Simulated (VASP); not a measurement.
Write the native input for VASP 6.6.1 that does the following.

| Item | Value |
| --- | --- |
| Task | relaxation of cell and atoms |
| Functional | LDA |
| Potentials or basis | VASP PAW LDA potentials, release 64 (Ba_sv, Ti_sv, O) |
| Cutoff | 600 eV |
| k mesh | 8 × 8 × 8 |
| Occupations | gaussian, width 0.03 eV |
| Spin | no spin polarisation |
| Further INCAR settings | ALGO = Normal; EDIFF = 1e-06; IBRION = 2; EDIFFG = -0.01; NSW = 90; ISIF = 3 |

The structure of BaTiO3 lies in POSCAR:

```
BaTiO3
1.0
    4.0060000000      0.0000000000      0.0000000000
    0.0000000000      4.0060000000      0.0000000000
    0.0000000000      0.0000000000      4.0060000000
Ba Ti O
1 1 3
Direct
    0.5000000000      0.5000000000      0.5000000000
    0.0000000000      0.0000000000      0.0000000000
    0.5000000000      0.0000000000      0.0000000000
    0.0000000000      0.5000000000      0.0000000000
    0.0000000000      0.0000000000      0.5000000000
```

The input as run:

INCAR

```
ALGO = Normal
EDIFF = 1E-6
EDIFFG = -0.01
ENCUT = 600
GGA = CA
IBRION = 2
ISIF = 3
ISMEAR = 0
LASPH = T
LCHARG = F
LREAL = F
LWAVE = F
NELM = 80
NSW = 90
PREC = Accurate
SIGMA = 0.03
```

KPOINTS

```
k-points
0
Gamma
  8 8 8
```

Potentials or basis: VASP PAW LDA potentials, release 64 (Ba_sv, Ti_sv, O).

Run with:

```bash
$ cat potpaw_LDA.64/Ba_sv/POTCAR potpaw_LDA.64/Ti_sv/POTCAR potpaw_LDA.64/O/POTCAR > POTCAR
$ mpirun -np 1 vasp_std > vasp.out
```

Results of the run:

The relaxed volume is 12.33 Å³/atom. The relaxed cell is a = 3.950 Å, b = 3.950 Å, c = 3.950 Å, α = 90.00°, β = 90.00°, γ = 90.00°, the space group after relaxing (to 0.05 Å) is Pm-3m (No. 221) and the energy gained by relaxing is 12.9 meV/atom. The ionic steps are 3. The pressure after relaxing is -0.1 GPa. The band gap on the k mesh is 1.73 eV, indirect (least direct gap 1.83 eV).

Caveat: spin-orbit coupling is left out, which moves the levels of the heavy elements.

Run time: 82 s on 1 thread of Intel(R) Xeon(R) Platinum 8488C (Sapphire Rapids), on a shared host, peak memory 0.21 GiB.
